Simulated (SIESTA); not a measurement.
The system is FeO (Wuestite).

```xyz
2
Lattice="1.5188 0.8769 2.5196 -1.5188 0.8769 2.5196 0.0000 -1.7538 2.5196" Properties=species:S:1:pos:R:3 pbc="T T T"
Fe    0.0000    0.0000    0.0000
O     0.0000    0.0000    3.7794
```

Alike in all runs: program SIESTA 5.4.2; functional PBE; potentials or basis PseudoDojo 0.4 standard (PBE files); basis DZP (energy shift 0.003 Ry; two zetas on semicore shells); grid cutoff 800 Ry; energy shift 0.003 Ry; k mesh 8 × 8 × 8; occupations fermi-dirac, width 0.05 eV.

The same cell was started in several ways:

```tsv
start	free energy over the lowest (meV/atom)	net moment (μB)	site or absolute moments (μB)	gap
non-collinear spin, random start of up to 2.68 μB	0.0	4.00	-	none (metal or under the smearing width)
collinear spin, fm_larger start of up to 4.5 μB	0.0	4.00	Fe +3.69; O +0.31	none (metal or under the smearing width)
collinear spin, zero start	845.9	0.00	-	none (metal or under the smearing width)
collinear spin, ferromagnetic start of up to 3 μB	0.0	4.00	Fe +3.69; O +0.31	none (metal or under the smearing width)
```

The spin-polarised runs without a constraint all converged, yet they end up to 846 meV/atom apart: a converged run can sit in a state that isn't the lowest. A still lower state may exist.

Caveats: the basis of atomic orbitals isn't converged, which shifts pressures, moduli and gaps; semilocal functionals often make such compounds metallic where correlation or magnetic order opens a gap, which also shifts bond lengths; a cell with one magnetic atom can't hold antiferromagnetic order, which such compounds often take (some runs).
